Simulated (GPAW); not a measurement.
Runs of GPAW 26.7.0 on CdTe. The structure is cubic, space group F-43m (No. 216). The conventional cell has a = 6.410 Å, b = 6.410 Å, c = 6.410 Å, α = 90.00°, β = 90.00°, γ = 90.00°. Te (site symmetry -43m) is surrounded by 4 Cd at 2.78 Å. Cd (site symmetry -43m) is surrounded by 4 Te at 2.78 Å. 

```tsv
task	level	potentials or basis	spin	cutoff (eV)	smearing	maxiter	eigensolver	band path	band points	spin axis theta (degrees)	other keys	gap on the mesh (eV)	V0 of scaled cells (Å³/atom)	B0 (GPa)
equation of state	PBEsol+D3	PAW data sets generated in the run's folder for this functional, pw	off	600	fermi-dirac 0.05 eV	150	-	-	-	-	-	-	32.83	(b)
band structure	revTPSS	GPAW PAW data sets (gpaw-data 1.2.1), pw	SOC, no magnetisation	600	fermi-dirac 0.05 eV	150	davidson	GXWKGLUWLK,UX	80	0	-	0.76	-	-
equation of state	AM05+D4	PAW data sets generated in the run's folder for this functional, pw	off	600	fermi-dirac 0.05 eV	150	-	-	-	-	-	-	33.49	(a)
band structure	vdW-DF-cx	GPAW PAW data sets (gpaw-data 1.2.1), pw	SOC, no magnetisation	600	fermi-dirac 0.05 eV	150	-	GXWKGLUWLK,UX	60	90	-	0.51	-	-
equation of state	revPBE+D3(BJ)	the program's PAW data sets (release 1.2.1) made for this functional, pw	off	600	fermi-dirac 0.05 eV	150	-	-	-	-	-	-	33.84	41
```

Alike in all rows: cell as given; k mesh 6 × 6 × 6.

Problem. Estimate the missing entries.

Solution. (a) 42; (b) 46.

Caveats: spin-orbit coupling was added after a scalar SCF, so levels and gaps hold it while energy, forces, pressure and moments don't (some runs); this program's spin-orbit splittings come out too wide for heavy elements (some runs); the PAW data sets were made with another functional, which shifts forces and pressure a little (some runs).

A k mesh can miss the band edges, and rows without SOC leave out spin-orbit coupling on Cd, Te.

Runs at the PBE level aren't shown here.
